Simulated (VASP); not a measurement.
# In (P6_3/mmc) in VASP: a series of runs

The runs below take In through single point, with PBE.

All numbers are computed with VASP 6.6.1; they aren't measurements. Logs are shortened: lines on timing, memory, paths and dates and some standing lists are left out, and cuts for length are marked.

## Step 1: The structure

The structure is hexagonal, space group P6_3/mmc (No. 194). The conventional cell has a = 3.335 Å, b = 3.335 Å, c = 5.509 Å, α = 90.00°, β = 90.00°, γ = 120.00°. Around In (site symmetry -6m2) lie 12 In at 3.34 to 3.36 Å.

This isn't the form of In at room conditions, which is tetragonal.

## Step 2: Single point, PBE

Input file INCAR:

```
  PREC = Accurate
  ENCUT = 400
  EDIFF = 1E-6
  ISMEAR = 1
  SIGMA = 0.02
  LREAL = False
  LASPH = True
  NELM = 100
  ALGO = Normal
  ISIF = 2
  LWAVE = False
  LCHARG = False
  GGA = PE
  NBANDS = 20
  ADDGRID = False
```

Input file KPOINTS:

```
regular mesh
0
Gamma
  11 11 6
```

Input file POSCAR:

```
In
1.0
    3.3354847820      0.0000000000      0.0000000000
   -1.6677423910      2.8886145552      0.0000000000
    0.0000000000      0.0000000000      5.5091429200
In
2
Direct
    0.6666666667      0.3333333333      0.7500000000
    0.3333333333      0.6666666667      0.2500000000
```

Potentials or basis: VASP PAW PBE potentials, release 64 (In_d).

The run is started by

```
$ cat potpaw_PBE.64/In_d/POTCAR > POTCAR
$ mpirun -np 1 vasp_std > vasp.out
```

OUTCAR:

```text
PREC = Accurate
   ENCUT = 400
   EDIFF = 1E-6
   ISMEAR = 1
   LREAL = False
   LASPH = True
   NELM = 100
   ISIF = 2
   GGA = PE

 Found     64 irreducible k-points:

 Following reciprocal coordinates:
            Coordinates               Weight
  0.000000  0.000000  0.000000      1.000000
  0.090909  0.000000  0.000000      6.000000
  0.181818  0.000000  0.000000      6.000000
  0.272727  0.000000  0.000000      6.000000
  0.363636  0.000000  0.000000      6.000000
  0.454545 -0.000000  0.000000      6.000000
   k-points           NKPTS =     64   k-points in BZ     NKDIM =     64   number of bands    NBANDS=     20
   number of dos      NEDOS =    301   number of ions     NIONS =      2
   total plane-waves  NPLWV =  20736
   dimension x,y,z NGX =    24 NGY =   24 NGZ =   36
   dimension x,y,z NGXF=    48 NGYF=   48 NGZF=   72
   ions per type =               2
   NGX,Y,Z   is equivalent  to a cutoff of  11.96, 11.96, 10.86 a.u.
   NGXF,Y,Z  is equivalent  to a cutoff of  23.92, 23.92, 21.73 a.u.
 SYSTEM =  unknown system
   PREC   = accura    normal or accurate (medium, high low for compatibility)
   ISTART =      0    job   : 0-new  1-cont  2-samecut
   ICHARG =      2    charge: 1-file 2-atom 10-const
   ISPIN  =      1    spin polarized calculation?
   LNONCOLLINEAR =      F non collinear calculations
   LSORBIT =      F    spin-orbit coupling
   LASPH  =      T    aspherical Exc in radial PAW
   ENCUT  =  400.0 eV  29.40 Ry    5.42 a.u.   5.44  5.44  8.98*2*pi/ulx,y,z
   NELM   =    100;   NELMIN=  2; NELMDL= -5     # of ELM steps
   EDIFF  = 0.1E-05   stopping-criterion for ELM
[... 12 lines left out ...]
   EMIN   =  10.00;   EMAX   =-10.00  energy-range for DOS
   EFERMI =   0.00;   METHOD = LEGACY
   ISMEAR =     1;   SIGMA  =   0.02  broadening in eV -4-tet -1-fermi 0-gaus
   EFERMI_NEDOS =   21; number of points for ismear=-14 and -15
   IALGO  =     38    algorithm
   IMIX   =      4    mixing-type and parameters
     AMIX     =   0.40;   BMIX     =  1.00
     AMIX_MAG =   1.60;   BMIX_MAG =  1.00
  volume/ion in A,a.u.               =      26.54       179.10
  Fermi-wavevector in a.u.,A,eV,Ry     =   1.290491  2.438675 22.658704  1.665368
  Thomas-Fermi vector in A             =   2.422320
   LORBIT       =      0    0 simple, 1 ext, 2 COOP (PROOUT), +10 PAW based schemes
   GGA     = PE    functional components
   LHFCALC =     F    Hartree Fock is set to
   AEXX    =    0.0000 exact exchange contribution
   IVDW    =     0    specifies the selected vdW correction
   LEPSILON=     F    determine dielectric tensor
   LRPA    =     F    only Hartree local field effects (RPA)
 non-spin polarized calculation
 Methfessel and Paxton  Order N= 1 SIGMA  =   0.02
  energy-cutoff  :      400.00
  volume of cell :       53.08
 maximum number of plane-waves:       996
 NGX is ok and might be reduce to    24
   NGX = 11   NGY = 11   NGZ = 17

 number of electron      25.9999991 magnetization

 Free energy of the ion-electron system (eV)
  ---------------------------------------------------
  ext. energy  EPLUGINS =         0.00000000
  ---------------------------------------------------
  free energy    TOTEN  =        -5.10614265 eV

  energy without entropy =       -5.10623456  energy(sigma->0) =       -5.10617329

 E-fermi :   7.3905     XC(G=0): -10.1864

 val. band max:        7.3888396880   @ k =   0.2727   0.2727   0.0000
 cond. band min:       7.4145359334   @ k =   0.3636   0.0909   0.3333
 fundamental gap:      0.0256962455
 Fermi energy:         7.3905033576

 k-point     1 :       0.0000    0.0000    0.0000
  band No.  band energies     occupation
      1      -7.3206      2.00000
      2      -7.2661      2.00000
      3      -7.2360      2.00000
      4      -7.2360      2.00000
      5      -7.2095      2.00000
      6      -7.2095      2.00000
      7      -7.1396      2.00000
      8      -7.1396      2.00000
      9      -6.9618      2.00000
     10      -6.9618      2.00000
     11      -2.0859      2.00000
     12       2.9253      2.00000
     13       4.0094      2.00000
     14      15.7485      0.00000
     15      15.7485      0.00000
     16      17.5561      0.00000
     17      17.5561      0.00000
     18      17.6554      0.00000
     19      18.2522      0.00000
     20      18.7316      0.00000

 k-point     2 :       0.0909    0.0000    0.0000
  band No.  band energies     occupation
      1      -7.3120      2.00000
      2      -7.2703      2.00000
      3      -7.2232      2.00000
      4      -7.2129      2.00000
      5      -7.2066      2.00000
      6      -7.1876      2.00000
      7      -7.1522      2.00000
      8      -7.1486      2.00000
      9      -6.9800      2.00000
     10      -6.9588      2.00000
     11      -1.9257      2.00000
     12       3.0612      2.00000
     13       4.1959      2.00000
     14      13.9185      0.00000
     15      14.9130      0.00000
     16      16.5864      0.00000
     17      17.6413      0.00000
     18      18.0866      0.00000
     19      18.4719      0.00000
     20      19.3925      0.00000

 k-point     3 :       0.1818    0.0000    0.0000
  band No.  band energies     occupation
      1      -7.3332      2.00000
      2      -7.2481      2.00000
      3      -7.2214      2.00000
      4      -7.1893      2.00000
      5      -7.1712      2.00000
      6      -7.1585      2.00000
      7      -7.1508      2.00000
      8      -7.1282      2.00000
      9      -7.0242      2.00000
     10      -6.9526      2.00000
     11      -1.4405      2.00000
     12       3.4760      2.00000
     13       4.7434      2.00000
     14      11.1697      0.00000
     15      13.6866      0.00000
     16      15.1404      0.00000
     17      16.5504      0.00000
     18      16.6154      0.00000
     19      17.7904      0.00000
     20      18.8818      0.00000

 k-point     4 :       0.2727    0.0000    0.0000
  band No.  band energies     occupation
      1      -7.3787      2.00000
      2      -7.2559      2.00000
      3      -7.2444      2.00000
      4      -7.1984      2.00000
      5      -7.1817      2.00000
      6      -7.0829      2.00000
      7      -7.0722      2.00000
      8      -7.0689      2.00000
      9      -7.0483      2.00000
     10      -6.9469      2.00000
     11      -0.6222      2.00000
     12       4.1811      2.00000
     13       5.6180      2.00000
     14       8.5413      0.00000
     15      12.6438      0.00000
     16      12.8694      0.00000
     17      14.4028      0.00000
     18      15.6330      0.00000
     19      16.8837      0.00000
     20      18.4775      0.00000

 k-point     5 :       0.3636    0.0000    0.0000
  band No.  band energies     occupation
      1      -7.4205      2.00000
      2      -7.2998      2.00000
      3      -7.2785      2.00000
      4      -7.2216      2.00000
      5      -7.1350      2.00000
      6      -7.1085      2.00000
      7      -7.0126      2.00000
      8      -6.9932      2.00000
      9      -6.9722      2.00000
     10      -6.9432      2.00000
     11       0.5296      2.00000
     12       5.0654      2.00000
     13       6.3033      2.00000
     14       6.7610      2.00000
     15      10.5487      0.00000
     16      11.9020      0.00000
     17      12.3247      0.00000
     18      15.1470      0.00000
     19      16.1313      0.00000
     20      17.8960      0.00000

 k-point     6 :       0.4545   -0.0000    0.0000
  band No.  band energies     occupation
      1      -7.4450      2.00000
      2      -7.3340      2.00000
      3      -7.2934      2.00000
      4      -7.2348      2.00000
      5      -7.1276      2.00000
      6      -7.1078      2.00000
      7      -6.9709      2.00000
      8      -6.9481      2.00000
      9      -6.9416      2.00000
     10      -6.9258      2.00000
     11       1.9771      2.00000
     12       3.9010      2.00000
     13       6.7718      2.00000
     14       7.9817      0.00000
     15       8.4931      0.00000
     16      10.6308      0.00000
     17      11.5174      0.00000
     18      14.9236      0.00000
     19      15.7266      0.00000
     20      17.5821      0.00000

 [... further k-points ...]

------------------------ aborting loop because EDIFF is reached ----------------------------------------

  FORCE on cell =-STRESS in cart. coord.  units (eV):
  Direction    XX          YY          ZZ          XY          YZ          ZX
  --------------------------------------------------------------------------------------
  -------------------------------------------------------------------------------------
  Total        0.5491277      0.5491277      0.3710897      0.0000000     -0.0000000      0.0000000
  in kB       16.5749161     16.5749161     11.2010031      0.0000000     -0.0000000      0.0000000
  external PRESSURE =      14.7836118 kB  Pullay stress =       0.0000000 kB

 VOLUME and BASIS-vectors are now :
 -----------------------------------------------------------------------------
  energy-cutoff  :      400.00
  volume of cell :       53.08
      direct lattice vectors                 reciprocal lattice vectors
     3.335484782  0.000000000  0.000000000     0.299806495  0.173093360  0.000000000
    -1.667742391  2.888614555  0.000000000     0.000000000  0.346186721  0.000000000
     0.000000000  0.000000000  5.509142920     0.000000000  0.000000000  0.181516438

 POSITION                                       TOTAL-FORCE (eV/Angst)
 -----------------------------------------------------------------------------------
      1.66774      0.96287      4.13186         0.000000     -0.000000      0.000000
     -0.00000      1.92574      1.37729        -0.000000      0.000000      0.000000
 -----------------------------------------------------------------------------------
    total drift:                                0.000000     -0.000000      0.000000

  FREE ENERGIE OF THE ION-ELECTRON SYSTEM (eV)
  ---------------------------------------------------
  free  energy   TOTEN  =        -5.1061426481 eV

  energy  without entropy=       -5.1062345650  energy(sigma->0) =       -5.10617329
```

Run time: 13 s. Hardware: 1 thread of Intel Xeon 6975P-C (Granite Rapids), shared host; peak memory 0.17 GiB.

These settings aren't checked as converged: the numbers below hold their error.

Results:

* Free energy: -5.1061 eV
* Pressure: 1.5 GPa
* Band gap on the k mesh: none (metal or under the smearing width)

[end of part 1 of 2]
